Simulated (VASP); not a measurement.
Set up this calculation in VASP 6.6.1, as the native input.

* Task: relaxation of cell and atoms
* Functional: PBE
* Potentials or basis: VASP PAW PBE potentials, release 64 (Ni)
* Cutoff: 600 eV
* k mesh: 10 × 10 × 10
* Occupations: fermi-dirac, width 0.05 eV
* Spin: collinear spin, ferromagnetic start
* Starting moments: [1.0] μB
* Further INCAR settings: ALGO = Fast; EDIFF = 1e-06; IBRION = 2; EDIFFG = -0.005; NSW = 40; ISIF = 3

The structure of Ni lies in POSCAR:

```
Ni
1.0
    0.0000000000      1.7375729330      1.7375729330
    1.7375729330      0.0000000000      1.7375729330
    1.7375729330      1.7375729330      0.0000000000
Ni
1
Direct
    0.0000000000      0.0000000000      0.0000000000
```

The input as run:

INCAR

```
  PREC = Accurate
  ENCUT = 600
  EDIFF = 1E-6
  ISMEAR = -1
  SIGMA = 0.05
  LREAL = F
  LASPH = T
  NELM = 150
  ALGO = Fast
  ISIF = 3
  LWAVE = F
  LCHARG = F
  ISPIN = 2
  MAGMOM = 1
  LORBIT = 11
  LMAXMIX = 4
  GGA = PE
  IBRION = 2
  NSW = 40
  EDIFFG = -0.005
```

KPOINTS

```
Automatic mesh
0
Gamma
  10 10 10
```

Potentials or basis: VASP PAW PBE potentials, release 64 (Ni).

Run with:

```sh
$ cat potpaw_PBE.64/Ni/POTCAR > POTCAR
$ mpirun -np 1 vasp_std > vasp.out
```

Results of the run:

The relaxed volume is 10.91 Å³/atom. The relaxed cell is a = 2.489 Å, b = 2.489 Å, c = 2.489 Å, α = 60.00°, β = 60.00°, γ = 60.00° and the space group after relaxing (to 0.05 Å) is Fm-3m (No. 225). The energy gained by relaxing is 10.6 meV/atom. The ionic steps are 9 and the pressure after relaxing is 0.1 GPa. The band gap on the k mesh is none (metal or under the smearing width), the net moment is 0.71 μB per cell and the site moments are Ni +0.72 μB. The valence electrons inside the program's atomic spheres are Ni 9.30.

It took 22 s on 1 thread of Intel(R) Xeon(R) 6975P-C (Granite Rapids), on a shared host, peak memory 0.14 GiB.
